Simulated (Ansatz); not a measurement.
Space group Fm-3m (No. 225). a = 4.213 Å, b = 4.213 Å, c = 4.213 Å, α = 90.00°, β = 90.00°, γ = 90.00°
| atom | site | symmetry | x | y | z |
| --- | --- | --- | --- | --- | --- |
| Nb | 4a | m-3m | 0.0000 | 0.0000 | 0.0000 |

Equation of state of this Nb structure (not necessarily the ground state), with shape and atoms relaxed at each volume where symmetry leaves them free. It has no gap at any of these volumes. These are results of DFT r2SCAN, scalar-relativistic, plane waves, PAW in Ansatz, not measurements.

Settings: cutoff 500 eV, Γ-centred mesh 18×18×18 on the computed 1-atom cell, Gaussian smearing of 0.10 eV; no spin polarisation.

```tsv
V (Å³/atom)	E − E(largest V) (meV/atom)	P (GPa)
16.449	85.31	26.80
17.010	5.91	18.73
17.571	-47.05	11.64
18.132	-76.65	5.43
18.692	-85.85	0.00
19.253	-77.23	-4.75
19.814	-53.03	-8.89
20.562	0.00	-13.59
```

Problem. Fit a third-order Birch–Murnaghan equation to E(V).

Solution. V0 = 18.69 Å³/atom, B0 = 169 GPa, B0' = 3.4.

This fcc form isn't the element's structure at ambient conditions.